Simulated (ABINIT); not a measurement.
## Ge: single point with LDA

**What was measured.**

“Electronic and optical properties of SixGe1-x-ySny alloys lattice-matched to Ge”, 2021, arxiv:2109.02782 reports, for a bulk crystal of Ge at 300 K: band gap 0.807 eV (direct).

Ge:

```xyz
2
Lattice="0.0000 2.8289 2.8289 2.8289 0.0000 2.8289 2.8289 2.8289 0.0000" Properties=species:S:1:pos:R:3 pbc="T T T"
Ge    4.2434    4.2434    4.2434
Ge    2.8289    2.8289    2.8289
```

| Quantity | Value |
| --- | --- |
| Program | ABINIT 10.8.3 (patched build) |
| Task | single point |
| Functional | LDA |
| Potentials or basis | JTH PAW LDA v2.0 |
| Cutoff | 408 eV |
| k mesh | 6 × 6 × 6 |
| Occupations | fermi-dirac, width 0.05 eV |
| Spin | no spin polarisation |

```yaml
Band_gap_on_the_k_mesh: none (metal or under the smearing width)
Valence_electrons_inside_the_program's_atomic_spheres: Ge 12.41 (radii [1.2196] Å)
```

Levels at points of the mesh, in eV from the Fermi level:
```tsv
k point	band 10	band 11	band 12	band 13	band 14	band 15	band 16	band 17	band 18
(0.00, 0.00, 0.00)	-24.61	-12.82	-0.19	0.03	0.03	0.03	2.55	2.55	2.55
(0.50, 0.00, 0.00)	-24.58	-10.73	-7.64	-1.39	-1.39	0.06	3.76	3.76	6.98
(0.50, 0.50, 0.00)	-24.56	-8.93	-8.93	-3.07	-3.07	0.70	0.70	9.41	9.41
```

Wall time 9.8 s on 1 thread of Arm Neoverse V1 (shared host), peak memory 0.08 GiB.

Against the measured gap of Ge, 0.807 eV (direct; 300 K; “Electronic and optical properties of SixGe1-x-ySny alloys lattice-matched to Ge”, 2021, arxiv:2109.02782), the calculated 0.00 eV is off by -0.81 eV. 3 values of this kind are on record (0.666 to 0.807 eV); this one was drawn at random among those near their median. Spin-orbit coupling on Ge is left out. The value is that of LDA on a finite k mesh, which can miss the band edges, without temperature or zero-point motion. Semilocal functionals fall short of measured gaps as a rule.

Caveat: this crystal is a semiconductor, whose small gap the functional closes, so the metal is an error of the method.
